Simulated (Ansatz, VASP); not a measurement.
## Two plane-wave programs on BN

```
CELL_PARAMETERS angstrom
0.00000 1.79773 1.79773
1.79773 0.00000 1.79773
1.79773 1.79773 0.00000
ATOMIC_POSITIONS crystal
B 0.00000 0.00000 0.00000
N 0.75000 0.75000 0.75000
```

Alike in both runs: task single point; functional PBE; k mesh 12 × 12 × 12; occupations gaussian, width 0.05 eV; no spin polarisation.

```csv
,VASP,Ansatz
version,VASP 6.6.1,Ansatz 0.2.0
potentials or method,"VASP PAW PBE potentials, release 64 (B, N)","scalar-relativistic, plane waves, PAW"
plane-wave cutoff (eV),520,520
valence electrons in the cell,8,8
```

|  | VASP | Ansatz | Ansatz less VASP |
| --- | --- | --- | --- |
| gap on the k mesh at the Fermi level (eV) | 4.48 | 4.49 | +0.011 |
| least direct gap on the mesh (eV) | 8.90 | 8.91 | +0.011 |
| pressure (GPa) | 9.7 | 9.5 | -0.27 |

A k mesh can miss the band edges.
